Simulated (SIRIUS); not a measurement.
Here is a SIRIUS 7.10.0 calculation.

Contents of sirius.json:

```json
{
  "control": {
    "processing_unit": "cpu",
    "verbosity": 2,
    "num_bands_to_print": 16,
    "print_forces": true,
    "print_stress": true
  },
  "parameters": {
    "electronic_structure_method": "pseudopotential",
    "xc_functionals": ["XC_GGA_X_PBE", "XC_GGA_C_PBE"],
    "gk_cutoff": 9.1,
    "pw_cutoff": 18.2,
    "ngridk": [12, 12, 12],
    "shiftk": [0, 0, 0],
    "smearing": "fermi_dirac",
    "smearing_width": 0.0018374661,
    "num_bands": 16,
    "num_mag_dims": 0,
    "num_dft_iter": 100,
    "energy_tol": 1e-08,
    "density_tol": 1e-06
  },
  "iterative_solver": {
    "type": "davidson",
    "min_tolerance": 1e-09,
    "tolerance_scale": [0.1, 0.25]
  },
  "mixer": {
    "type": "anderson",
    "beta": 0.7,
    "max_history": 8
  },
  "settings": {
    "tol_ne": 1e-10,
    "pseudo_grid_cutoff": 6.5
  },
  "unit_cell": {
    "lattice_vectors": [
      [0.0, 3.678351901584, 3.678351901584],
      [3.678351901584, 0.0, 3.678351901584],
      [3.678351901584, 3.678351901584, 0.0]
    ],
    "atom_coordinate_units": "lattice",
    "atom_types": ["Pd"],
    "atom_files": {
      "Pd": "Pd.json"
    },
    "atoms": {
      "Pd": [
        [0.0, 0.0, 0.0]
      ]
    }
  }
}
```

Potentials or basis: SG15 1.2 PBE (norm-conserving).

Run with:

```console
$ upf_to_json Pd_ONCV_PBE-1.2.upf
$ OMP_NUM_THREADS=1 sirius.scf --input=sirius.json --output=out.json --task=0
```

**Question.** Estimate the pressure.

**Answer.** 6.8 GPa.

**Question.** Estimate the band gap on the k mesh.

**Answer.** None (metal or under the smearing width).
